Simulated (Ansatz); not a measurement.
# Ga: response to strain

Aim: deform Ga (equal xx and yy strain of -2 %) and compute stress, forces and field gradients with LAPW, PAW and all-electron datasets made for the crystal.

Program: Ansatz 0.2.0. Level of theory: DFT PBE, scalar-relativistic. These are calculated values, not measurements.

### Step 1. The system as given

The structure is monoclinic, space group C2/c (No. 15). The conventional cell has a = 2.766 Å, b = 8.053 Å, c = 3.332 Å, α = 90.00°, β = 92.02°, γ = 90.00°. Ga (site symmetry 2) has 8 Ga at 2.69 to 2.92 Å as nearest neighbours.

Coordinates:

```xyz
2
Lattice="1.3830 -4.0265 0.0000 1.3830 4.0265 0.0000 -0.1174 0.0000 3.3299" Properties=species:S:1:pos:R:3 pbc="T T T"
Ga    1.3536   -2.9716    0.8325
Ga    1.2949    2.9716    2.4974
```

Atoms are numbered in the order of the input: Ga1, Ga2.

### Step 2. The deformed structure

Space group C2/c before, C2/c after.

### Step 3. Full-potential LAPW

File input.yaml:

```yaml
crystal:
  lattice:
    - [1.35534, -3.94597, 0.0]
    - [1.35534, 3.94597, 0.0]
    - [-0.115101, 0.0, 3.32993]
  atoms:
    - { symbol: Ga, position: [0.869, 0.131, 0.25] }
    - { symbol: Ga, position: [0.131, 0.869, 0.75] }
kpoints:
  mp_grid: { grid: [14, 14, 11] }
  band_path:
    path:
      - [0.0, 0.0, 0.0]
      - [-0.5, 0.5, 0.0]
      - [-0.5, 0.5, 0.5]
      - [0.0, 0.0, 0.5]
      - [0.0, 0.0, 0.0]
      - [-0.5, 0.0, 0.5]
      - [0.0, 0.0, 0.0]
      - [-0.5, 0.0, 0.0]
    npoints: 5
scf:
  occupations: { method: fermi_dirac, width: 0.03 }
hamiltonian:
  xc: pbe
  pseudopotentials: { kind: all_electron, lapw: { basis_error: 0.0005 } }
output:
  forces: true
  stress: true
  eigenvalues: true
```

Run with:

```bash
ansatz run input.yaml --threads 1 --pin off --max-ram 3072MiB --backend cpu --events-out ev --progress --plain --runs-dir out
```

### Step 4. Frozen-core PAW

File input.yaml:

```yaml
crystal:
  lattice:
    - [1.35534, -3.94597, 0.0]
    - [1.35534, 3.94597, 0.0]
    - [-0.115101, 0.0, 3.32993]
  atoms:
    - { symbol: Ga, position: [0.869, 0.131, 0.25] }
    - { symbol: Ga, position: [0.131, 0.869, 0.75] }
kpoints:
  mp_grid: { grid: [14, 14, 11] }
scf:
  occupations: { method: fermi_dirac, width: 0.03 }
hamiltonian:
  xc: pbe
  pseudopotentials: { kind: paw }
output:
  forces: true
  stress: true
  eigenvalues: true
  efg: { contact_densities: true }
  write_density: true
  write_potential: true
  elf: true
  volumetric_format: npy
```

### Step 5. Datasets made for this crystal

Changes to input.yaml since step 4:

```diff
@@ -14,3 +14,3 @@
   xc: pbe
-  pseudopotentials: { kind: paw }
+  pseudopotentials: { kind: all_electron, datasets: crystal }
 output:
@@ -20,5 +20 @@
   efg: { contact_densities: true }
-  write_density: true
-  write_potential: true
-  elf: true
-  volumetric_format: npy
```

(Steps that only read results are left out.)

Q: Predict the outcome of this session. Wanted: pressure; largest shear or deviatoric stress.

As calculated:

| quantity | value |
| --- | --- |
| pressure | LAPW 4.41, PAW 4.39, crystal datasets 4.42 GPa |
| largest shear or deviatoric stress (LAPW) | 1.09 GPa |

The largest part of the stress beyond the pressure is 1.09 GPa in size, in the zz component; the atoms are carried along and not relaxed. No run of the undeformed cell stands beside it, so the pressure holds what the given cell had before the change. PAW: stress within 0.03 GPa of LAPW, forces within 1 meV/Å. Crystal datasets: stress within 0.01 GPa of LAPW, forces within 1 meV/Å.
